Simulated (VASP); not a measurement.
# Tb: single point with PBE

The system is Tb.

```
Tb
1.0
    -2.01000    2.01000    2.01000
     2.01000   -2.01000    2.01000
     2.01000    2.01000   -2.01000
Tb
1
Direct
  0.00000 0.00000 0.00000
```

This isn't the form of Tb at room conditions, which is hcp.

```yaml
Program: VASP 6.6.1
Task: single point
Functional: PBE
Potentials_or_basis: VASP PAW PBE potentials, release 64 (Tb)
Cutoff: 500 eV
k_mesh: 9 × 9 × 9
Occupations: gaussian, width 0.02 eV
Spin: collinear spin, ferromagnetic start
Starting_moments: "[6.0] μB"
Further_INCAR_settings: ALGO = Normal; EDIFF = 1e-07
```

The pressure is -0.1 GPa. The band gap on the k mesh is none (metal or under the smearing width) and the net moment is 5.89 μB per cell. The site moments are Tb +5.68 μB. The valence electrons inside the program's atomic spheres are Tb 16.32.

Levels at points of the mesh, in eV from the Fermi level:
Spin up:
| k point | band 8 | band 9 | band 10 | band 11 | band 12 | band 13 | band 14 | band 15 | band 16 |
| --- | --- | --- | --- | --- | --- | --- | --- | --- | --- |
| (0.00, 0.00, 0.00) | -4.08 | -4.00 | -3.84 | -3.84 | -3.84 | 1.75 | 1.75 | 1.75 | 3.88 |
Spin down:
```
           k point  band 2  band 3  band 4  band 5  band 6  band 7  band 8  band 9  band 10  band 11
(0.00, 0.00, 0.00)  -20.54  -20.54  -20.54   -4.63   -0.10   -0.10   -0.10    0.69     0.69     0.69
```

Wall time 96 s on 1 thread of AMD EPYC 9R45 (Zen 5) (shared host), peak memory 0.17 GiB.

Caveat: the magnetic or orbital state may not be the lowest; spin-orbit coupling is left out, which moves the levels of the heavy elements. The state reached can hang on the start; a lower one may exist.
